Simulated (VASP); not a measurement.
# Ce (Fm-3m) in VASP: notebook, part 2 of 2

VASP 6.6.1. Earlier steps stand in the parts before.

**3. Single point, PBE, collinear spin, typed start**

This run uses another cell than the first one, of 34.35 Å³/atom, 1.356 times its volume.

Contents of INCAR:

```
PREC = Accurate ; ENCUT = 520
EDIFF = 1E-7 ; ISMEAR = 0
SIGMA = 0.05 ; LREAL = False
LASPH = True ; NELM = 150
ALGO = Normal ; ISIF = 2
LWAVE = False ; LCHARG = False
ISPIN = 2 ; MAGMOM = 1
LORBIT = 11 ; LMAXMIX = 6
GGA = PE ; NBANDS = 16
```

Contents of KPOINTS:

```
regular mesh
0
Gamma
  6 6 6
```

Contents of POSCAR:

```
Ce
1.0
    0.0000000000      2.5800000000      2.5800000000
    2.5800000000      0.0000000000      2.5800000000
    2.5800000000      2.5800000000      0.0000000000
Ce
1
Direct
    0.0000000000      0.0000000000      0.0000000000
```

Potentials or basis: VASP PAW PBE potentials, release 64 (Ce).

Run with:

```bash
cat potpaw_PBE.64/Ce/POTCAR > POTCAR
mpirun -np 1 vasp_std > vasp.out
```

OUTCAR:

```text
PREC = Accurate
   ENCUT = 520
   EDIFF = 1E-7
   ISMEAR = 0
   LREAL = False
   LASPH = True
   NELM = 150
   ISIF = 2
   ISPIN = 2
   LORBIT = 11
   GGA = PE

 ion  position               nearest neighbor table
   1  0.000  0.000  0.000-

  LATTYP: Found a face centered cubic cell.
 ALAT       =     5.1600000000

  Lattice vectors:

 A1 = (   0.0000000000,   2.5800000000,   2.5800000000)
 A2 = (   2.5800000000,   0.0000000000,   2.5800000000)
 A3 = (   2.5800000000,   2.5800000000,   0.0000000000)

Analysis of symmetry for initial positions (statically):
=====================================================================
 Subroutine PRICEL returns:
 Original cell was already a primitive cell.

 Routine SETGRP: Setting up the symmetry group for a
 face centered cubic supercell.

 Subroutine GETGRP returns: Found 48 space group operations
 (whereof 48 operations were pure point group operations)
 out of a pool of 48 trial point group operations.

The static configuration has the point symmetry O_h .

Analysis of symmetry for dynamics (positions and initial velocities):
=====================================================================
 Subroutine PRICEL returns:
 Original cell was already a primitive cell.

 Routine SETGRP: Setting up the symmetry group for a
 face centered cubic supercell.

 Subroutine GETGRP returns: Found 48 space group operations
 (whereof 48 operations were pure point group operations)
 out of a pool of 48 trial point group operations.

The dynamic configuration has the point symmetry O_h .

Analysis of structural, dynamic, and magnetic symmetry:
=====================================================================
 Subroutine PRICEL returns:
 Original cell was already a primitive cell.

 Routine SETGRP: Setting up the symmetry group for a
 face centered cubic supercell.

 Subroutine GETGRP returns: Found 48 space group operations
 (whereof 48 operations were pure point group operations)
 out of a pool of 48 trial point group operations.

The overall configuration has the point symmetry O_h .

 Subroutine INISYM returns: Found 48 space group operations
[... 129 lines left out ...]
  ext. energy  EPLUGINS =         0.00000000
  ---------------------------------------------------
  free energy    TOTEN  =        -5.78026381 eV

  energy without entropy =       -5.77655188  energy(sigma->0) =       -5.77840784

 E-fermi :   6.7933     XC(G=0): -10.0682

 val. band max:        6.7746669223   @ k =   0.3333   0.1667   0.0000
 cond. band min:       6.8082700157   @ k =   0.3333   0.0000   0.0000
 fundamental gap:      0.0336030934
 Fermi energy:         6.7933474405

 spin component 1

 k-point     1 :       0.0000    0.0000    0.0000
  band No.  band energies     occupation
      1     -27.9267      1.00000
      2      -9.9162      1.00000
      3      -9.9162      1.00000
      4      -9.9162      1.00000
      5       3.5508      1.00000
      6       6.6976      0.99660
[... 280 lines left out ...]
      2     -11.0487      1.00000
      3     -10.6420      1.00000
      4     -10.4464      1.00000
      5       5.6156      1.00000
      6       6.2709      1.00000
[... 8 lines left out ...]
     15      10.8902      0.00000
     16      13.5915      0.00000
 Fermi energy:         6.7933474405

 spin component 2

 k-point     1 :       0.0000    0.0000    0.0000
  band No.  band energies     occupation
      1     -27.8349      1.00000
      2      -9.8415      1.00000
      3      -9.8415      1.00000
      4      -9.8415      1.00000
      5       3.5938      1.00000
      6       6.8182      0.24132
[... 281 lines left out ...]
      3     -10.5704      1.00000
      4     -10.3742      1.00000
      5       5.6457      1.00000
      6       6.3348      1.00000
[... 8 lines left out ...]
     15      10.9461      0.00000
     16      13.6348      0.00000

------------------------ aborting loop because EDIFF is reached ----------------------------------------

  FORCE on cell =-STRESS in cart. coord.  units (eV):
  Direction    XX          YY          ZZ          XY          YZ          ZX
  --------------------------------------------------------------------------------------
  -------------------------------------------------------------------------------------
  Total       -1.4080850     -1.4080850     -1.4080850      0.0000000     -0.0000000      0.0000000
  in kB      -65.6826021    -65.6826021    -65.6826021      0.0000000     -0.0000000      0.0000000
  external PRESSURE =     -65.6826021 kB  Pullay stress =       0.0000000 kB

 VOLUME and BASIS-vectors are now :
 -----------------------------------------------------------------------------
  energy-cutoff  :      520.00
  volume of cell :       34.35
      direct lattice vectors                 reciprocal lattice vectors
     0.000000000  2.580000000  2.580000000    -0.193798450  0.193798450  0.193798450
     2.580000000  0.000000000  2.580000000     0.193798450 -0.193798450  0.193798450
     2.580000000  2.580000000  0.000000000     0.193798450  0.193798450 -0.193798450

 POSITION                                       TOTAL-FORCE (eV/Angst)
 -----------------------------------------------------------------------------------
      0.00000      0.00000      0.00000         0.000000      0.000000     -0.000000
 -----------------------------------------------------------------------------------
    total drift:                                0.000000     -0.000000      0.000000

  FREE ENERGIE OF THE ION-ELECTRON SYSTEM (eV)
  ---------------------------------------------------
  free  energy   TOTEN  =        -5.7802638094 eV

  energy  without entropy=       -5.7765518797  energy(sigma->0) =       -5.77840784

 total charge

# of ion       s       p       d       f       tot
--------------------------------------------------
    1        2.088   5.607   0.967   0.993   9.656

 magnetization (x)

# of ion       s       p       d       f       tot
--------------------------------------------------
    1        0.003  -0.000   0.002   0.186   0.191
```

OSZICAR:

```text
N       E                     dE             d eps       ncg     rms          rms(c)
DAV:   1     0.892580789538E+02    0.89258E+02   -0.47193E+03  1048   0.830E+02
DAV:   2     0.159681714506E+01   -0.87661E+02   -0.76044E+02  1280   0.144E+02
DAV:   3    -0.578659108512E+01   -0.73834E+01   -0.71214E+01  1240   0.569E+01
DAV:   4    -0.603278644413E+01   -0.24620E+00   -0.24532E+00  1760   0.814E+00
DAV:   5    -0.603385400166E+01   -0.10676E-02   -0.10675E-02  1256   0.686E-01    0.606E+00
DAV:   6    -0.689852320620E+01   -0.86467E+00   -0.10603E+01  1064   0.141E+01    0.116E+01
DAV:   7    -0.586890188472E+01    0.10296E+01   -0.25372E+00  1032   0.150E+01    0.325E+00
DAV:   8    -0.579635909704E+01    0.72543E-01   -0.84451E-02  1368   0.220E+00    0.147E+00
DAV:   9    -0.577875533052E+01    0.17604E-01   -0.22394E-02  1272   0.132E+00    0.390E-01
DAV:  10    -0.577937173855E+01   -0.61641E-03   -0.50767E-03  1752   0.380E-01    0.252E-01
DAV:  11    -0.578008171534E+01   -0.70998E-03   -0.46642E-04  1464   0.175E-01    0.714E-02
DAV:  12    -0.578033077737E+01   -0.24906E-03   -0.29576E-04  1400   0.124E-01    0.134E-01
DAV:  13    -0.578030407898E+01    0.26698E-04   -0.33952E-05  1384   0.453E-02    0.814E-02
DAV:  14    -0.578026318862E+01    0.40890E-04   -0.62044E-05  1144   0.706E-02    0.122E-02
DAV:  15    -0.578026389657E+01   -0.70795E-06   -0.70679E-06  1792   0.162E-02    0.109E-02
DAV:  16    -0.578026370608E+01    0.19050E-06   -0.10507E-06  1360   0.807E-03    0.421E-03
DAV:  17    -0.578026380673E+01   -0.10065E-06   -0.37249E-08   632   0.200E-03    0.277E-03
DAV:  18    -0.578026380945E+01   -0.27226E-08   -0.68611E-08   600   0.228E-03
   1 F= -.57802638E+01 E0= -.57784078E+01  d E =-.371193E-02  mag=     0.2159
```

stdout:

```text
POSCAR found type information on POSCAR Ce
 POSCAR found :  1 types and       1 ions
 scaLAPACK will be used
 LDA part: xc-table for (Slater+PW92), standard interpolation
 POSCAR, INCAR and KPOINTS ok, starting setup
 FFT: planning ... GRIDC
 FFT: planning ... GRID_SOFT
 FFT: planning ... GRID
 WAVECAR not read
 entering main loop
```

It took 22 s on 1 thread of Intel Xeon 6975P-C (Granite Rapids), shared host; peak memory 0.18 GiB.

Results:

* Free energy: -5.7803 eV
* Pressure: -6.6 GPa
* Band gap on the k mesh: none (metal or under the smearing width)
* Net moment: 0.22 μB per cell
* Site moments: Ce +0.19 μB
* Valence electrons inside the program's atomic spheres: Ce 9.66

Caveat: the magnetic or orbital state may not be the lowest; spin-orbit coupling is left out, which moves the levels of the heavy elements.

**4. Single point, PBE, collinear spin, typed start**

This run uses another cell than the first one, of 29.59 Å³/atom, 1.168 times its volume.

Contents of INCAR:

```
SYSTEM = Ce
ALGO = Normal ; EDIFF = 1E-6
ENCUT = 520 ; GGA = PE
ISIF = 2 ; ISMEAR = 0
ISPIN = 2 ; LASPH = .True.
LCHARG = .False. ; LMAXMIX = 6
LORBIT = 11 ; LREAL = .False.
LWAVE = .False. ; MAGMOM = 0.22
NBANDS = 16 ; NELM = 150
PREC = Accurate ; SIGMA = 0.05
```

Contents of KPOINTS:

```
k-points
0
Gamma
  6 6 6
  0 0 0
```

Contents of POSCAR:

```
Ce
1.0
    0.0000000000      2.4549123902      2.4549123902
    2.4549123902      0.0000000000      2.4549123902
    2.4549123902      2.4549123902      0.0000000000
Ce
1
Direct
    0.0000000000      0.0000000000      0.0000000000
```

Potentials or basis: VASP PAW PBE potentials, release 64 (Ce).

Run with:

```bash
cat potpaw_PBE.64/Ce/POTCAR > POTCAR
mpirun -np 1 vasp_std > vasp.out
```

OUTCAR:

```text
SYSTEM = Ce
   EDIFF = 1E-6
   ENCUT = 520
   GGA = PE
   ISIF = 2
   ISMEAR = 0
   ISPIN = 2
   LASPH = .True.
   LORBIT = 11
   LREAL = .False.
   NELM = 150
   PREC = Accurate

 ion  position               nearest neighbor table
   1  0.000  0.000  0.000-

  LATTYP: Found a face centered cubic cell.
 ALAT       =     4.9098247804

  Lattice vectors:

 A1 = (   0.0000000000,   2.4549123902,   2.4549123902)
 A2 = (   2.4549123902,   0.0000000000,   2.4549123902)
 A3 = (   2.4549123902,   2.4549123902,   0.0000000000)

Analysis of symmetry for initial positions (statically):
=====================================================================
 Subroutine PRICEL returns:
 Original cell was already a primitive cell.

 Routine SETGRP: Setting up the symmetry group for a
 face centered cubic supercell.

 Subroutine GETGRP returns: Found 48 space group operations
 (whereof 48 operations were pure point group operations)
 out of a pool of 48 trial point group operations.

The static configuration has the point symmetry O_h .

Analysis of symmetry for dynamics (positions and initial velocities):
=====================================================================
 Subroutine PRICEL returns:
 Original cell was already a primitive cell.

 Routine SETGRP: Setting up the symmetry group for a
 face centered cubic supercell.

 Subroutine GETGRP returns: Found 48 space group operations
 (whereof 48 operations were pure point group operations)
 out of a pool of 48 trial point group operations.

The dynamic configuration has the point symmetry O_h .

Analysis of structural, dynamic, and magnetic symmetry:
=====================================================================
 Subroutine PRICEL returns:
 Original cell was already a primitive cell.

 Routine SETGRP: Setting up the symmetry group for a
 face centered cubic supercell.

 Subroutine GETGRP returns: Found 48 space group operations
 (whereof 48 operations were pure point group operations)
[... 133 lines left out ...]
  ---------------------------------------------------
  ext. energy  EPLUGINS =         0.00000000
  ---------------------------------------------------
  free energy    TOTEN  =        -5.93373865 eV

  energy without entropy =       -5.92939171  energy(sigma->0) =       -5.93156518

 E-fermi :   8.2019     XC(G=0): -10.7524

 val. band max:        8.1913584437   @ k =  -0.1667   0.1667   0.0000
 cond. band min:       8.2033900290   @ k =   0.5000   0.3333   0.1667
 fundamental gap:      0.0120315853
 Fermi energy:         8.2018901877

 spin component 1

 k-point     1 :       0.0000    0.0000    0.0000
  band No.  band energies     occupation
      1     -26.5168      1.00000
      2      -8.1026      1.00000
      3      -8.1026      1.00000
      4      -8.1026      1.00000
      5       5.0915      1.00000
      6       8.0264      1.00000
[... 280 lines left out ...]
      2      -9.8113      1.00000
      3      -9.2055      1.00000
      4      -8.9130      1.00000
      5       6.7097      1.00000
      6       7.4706      1.00000
[... 8 lines left out ...]
     15      12.8869      0.00000
     16      16.1133      0.00000
 Fermi energy:         8.2018901877

 spin component 2

 k-point     1 :       0.0000    0.0000    0.0000
  band No.  band energies     occupation
      1     -26.4285      1.00000
      2      -8.0287      1.00000
      3      -8.0287      1.00000
      4      -8.0287      1.00000
      5       5.1441      1.00000
      6       8.1363      0.96819
[... 281 lines left out ...]
      3      -9.1352      1.00000
      4      -8.8420      1.00000
      5       6.7514      1.00000
      6       7.5337      1.00000
[... 8 lines left out ...]
     15      12.9490      0.00000
     16      16.1581      0.00000

------------------------ aborting loop because EDIFF is reached ----------------------------------------

  FORCE on cell =-STRESS in cart. coord.  units (eV):
  Direction    XX          YY          ZZ          XY          YZ          ZX
  --------------------------------------------------------------------------------------
  -------------------------------------------------------------------------------------
  Total       -0.6676904     -0.6676904     -0.6676904      0.0000000      0.0000000      0.0000000
  in kB      -36.1532803    -36.1532803    -36.1532803      0.0000000      0.0000000      0.0000000
  external PRESSURE =     -36.1532803 kB  Pullay stress =       0.0000000 kB

 VOLUME and BASIS-vectors are now :
 -----------------------------------------------------------------------------
  energy-cutoff  :      520.00
  volume of cell :       29.59
      direct lattice vectors                 reciprocal lattice vectors
     0.000000000  2.454912390  2.454912390    -0.203673256  0.203673256  0.203673256
     2.454912390  0.000000000  2.454912390     0.203673256 -0.203673256  0.203673256
     2.454912390  2.454912390  0.000000000     0.203673256  0.203673256 -0.203673256

 POSITION                                       TOTAL-FORCE (eV/Angst)
 -----------------------------------------------------------------------------------
      0.00000      0.00000      0.00000         0.000000      0.000000      0.000000
 -----------------------------------------------------------------------------------
    total drift:                                0.000000     -0.000000     -0.000000

  FREE ENERGIE OF THE ION-ELECTRON SYSTEM (eV)
  ---------------------------------------------------
  free  energy   TOTEN  =        -5.9337386526 eV

  energy  without entropy=       -5.9293917083  energy(sigma->0) =       -5.93156518

 total charge

# of ion       s       p       d       f       tot
--------------------------------------------------
    1        2.091   5.583   1.118   0.998   9.789

 magnetization (x)

# of ion       s       p       d       f       tot
--------------------------------------------------
    1        0.004  -0.000   0.004   0.177   0.184
```

stdout:

```text
POSCAR found type information on POSCAR Ce
 POSCAR found :  1 types and       1 ions
 scaLAPACK will be used
 LDA part: xc-table for (Slater+PW92), standard interpolation
 POSCAR, INCAR and KPOINTS ok, starting setup
 FFT: planning ... GRIDC
 FFT: planning ... GRID_SOFT
 FFT: planning ... GRID
 WAVECAR not read
 entering main loop
```

It took 19 s on 1 thread of Intel Xeon 6975P-C (Granite Rapids), shared host; peak memory 0.18 GiB.

What came out:

```yaml
Free_energy: -5.9337 eV
Pressure: -3.6 GPa
Band_gap_on_the_k_mesh: none (metal or under the smearing width)
Net_moment: 0.21 μB per cell
Site_moments: Ce +0.18 μB
Valence_electrons_inside_the_program's_atomic_spheres: Ce 9.79
```

Levels at points of the mesh, in eV from the Fermi level:
Spin up:
```tsv
k point	band 3	band 4	band 5	band 6	band 7	band 8	band 9	band 10
(0.00, 0.00, 0.00)	-16.30	-16.30	-3.11	-0.18	0.27	0.27	0.27	0.91
(0.50, 0.00, 0.00)	-16.57	-16.57	-1.90	-0.11	0.36	0.36	0.55	0.72
(0.50, 0.50, 0.00)	-17.07	-17.07	-2.43	-1.79	0.42	0.48	0.48	0.48
```
Spin down:
```tsv
k point	band 2	band 3	band 4	band 5	band 6	band 7	band 8	band 9	band 10	band 11
(0.00, 0.00, 0.00)	-16.23	-16.23	-16.23	-3.06	-0.07	0.41	0.41	0.41	1.00	1.00
(0.50, 0.00, 0.00)	-18.37	-16.50	-16.50	-1.85	0.02	0.46	0.46	0.67	0.87	0.87
(0.50, 0.50, 0.00)	-18.22	-16.99	-16.99	-2.40	-1.74	0.50	0.57	0.57	0.63	0.79
```

Caveat: the k mesh is coarse (spacing up to 0.37 Å⁻¹), so the values aren't converged; the magnetic or orbital state may not be the lowest; spin-orbit coupling is left out, which moves the levels of the heavy elements. The state reached can hang on the start; a lower one may exist.

**5. Single point, PBE, collinear spin, typed start**

This run uses another cell than the first one, of 26.16 Å³/atom, 1.033 times its volume.

Contents of INCAR:

```
SYSTEM = Ce
PREC = Accurate ; ENCUT = 520
EDIFF = 1E-7 ; ISMEAR = 0
SIGMA = 0.05 ; LREAL = .False.
LASPH = .True. ; NELM = 150
ALGO = Fast ; ISIF = 2
LWAVE = .False. ; LCHARG = .False.
ISPIN = 2 ; MAGMOM = 0.05
LORBIT = 11 ; LMAXMIX = 6
GGA = PE ; NBANDS = 16
```

Contents of KPOINTS:

```
regular mesh
0
Gamma
  6 6 6
  0 0 0
```

Contents of POSCAR:

```
Ce
1.0
    0.0000000000      2.3562256404      2.3562256404
    2.3562256404      0.0000000000      2.3562256404
    2.3562256404      2.3562256404      0.0000000000
Ce
1
Direct
    0.0000000000      0.0000000000      0.0000000000
```

Run with:

```bash
cat potpaw_PBE.64/Ce/POTCAR > POTCAR
mpirun -np 1 vasp_std > vasp.out
```

It took 34 s on 1 thread of Intel Xeon 6975P-C (Granite Rapids), shared host; peak memory 0.19 GiB.

The run converged. Its results:

| Quantity | Value |
| --- | --- |
| Free energy | -5.9738 eV |
| Pressure | -0.2 GPa |
| Band gap on the k mesh | none (metal or under the smearing width) |
| Net moment | 0.00 μB per cell |
| Valence electrons inside the program's atomic spheres | Ce 9.94 |

Levels at points of the mesh, in eV from the Fermi level:
Spin up:
```csv
k point,band 4,band 5,band 6,band 7,band 8,band 9
"(0.00, 0.00, 0.00)",-15.93,-2.87,-0.26,0.35,0.35,0.35
"(0.50, 0.00, 0.00)",-16.30,-2.11,-0.16,0.43,0.43,0.71
"(0.50, 0.50, 0.00)",-16.98,-2.93,-2.28,0.49,0.60,0.60
```
Spin down:
```
           k point  band 4  band 5  band 6  band 7  band 8  band 9
(0.00, 0.00, 0.00)  -15.93   -2.87   -0.26    0.35    0.35    0.35
(0.50, 0.00, 0.00)  -16.30   -2.11   -0.16    0.43    0.43    0.71
(0.50, 0.50, 0.00)  -16.98   -2.93   -2.28    0.49    0.60    0.60
```

Caveat: the k mesh is coarse (spacing up to 0.38 Å⁻¹), so the values aren't converged; the magnetic or orbital state may not be the lowest; spin-orbit coupling is left out, which moves the levels of the heavy elements. The state reached can hang on the start; a lower one may exist.

**6. Overview**

```tsv
level	cell	k mesh	mesh quality	gap on the mesh (eV)	pressure (GPa)	moment (μB)
r2SCAN	Fm-3m, 25.34 Å³/atom	16 × 16 × 16	not flagged	none	-0.3	0.00
PBE	Fm-3m, 34.35 Å³/atom	6 × 6 × 6	not flagged	none	-6.6	0.22
PBE	Fm-3m, 29.59 Å³/atom	6 × 6 × 6	coarse	none	-3.6	0.21
PBE	Fm-3m, 26.16 Å³/atom	6 × 6 × 6	coarse	none	-0.2	0.00
```

Alike in all rows: task single point; potentials or basis VASP PAW PBE potentials, release 64 (Ce); spin collinear, typed start; cutoff (eV) 520; smearing gaussian 0.05 eV.

Caveats: some runs use coarse meshes; the magnetic or orbital state may not be the lowest; spin-orbit coupling is left out, which moves the levels of the heavy elements; the PAW data sets were made with another functional, which shifts forces and pressure a little (some runs).

Total energies depend on the potentials used, so only differences within one code and one set of settings carry meaning.
